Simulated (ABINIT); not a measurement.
PbS (Galena): single point with PBE

The system is PbS (Galena).

```xyz
2
Lattice="0.0000 2.9657 2.9657 2.9657 0.0000 2.9657 2.9657 2.9657 0.0000" Properties=species:S:1:pos:R:3 pbc="T T T"
Pb    0.0000    0.0000    0.0000
S     2.9657    2.9657    2.9657
```

- Program: ABINIT 10.8.3 (patched build)
- Task: single point
- Functional: PBE
- Potentials or basis: SPMS NC PBE v1.0
- Cutoff: 490 eV
- k mesh: 6 × 6 × 6
- Occupations: fixed
- Spin: no spin polarisation

| Property | Result |
| --- | --- |
| Pressure | 2.0 GPa |
| Band gap on the k mesh | 0.38 eV, direct |
| Valence electrons inside the program's atomic spheres | Pb 9.68; S 3.85 |

Levels at points of the mesh, in eV from the valence-band top:
| k point | band 8 | band 9 | band 10 | band 11 | band 12 |
| --- | --- | --- | --- | --- | --- |
| (0.00, 0.00, 0.00) | -2.16 | -2.16 | -2.16 | 5.22 | 5.22 |
| (0.50, 0.00, 0.00) | -1.77 | -1.77 | 0.00 | 0.38 | 1.97 |
| (0.50, 0.50, 0.00) | -5.19 | -3.43 | -3.43 | 3.87 | 5.60 |

It took 1.3 s on 8 MPI ranks on Arm Neoverse V2, with other jobs on the host, peak memory 0.48 GiB a rank.

Caveat: spin-orbit coupling is left out, which as a rule narrows the gap of such compounds by several tenths of an eV. A k mesh can miss the band edges.
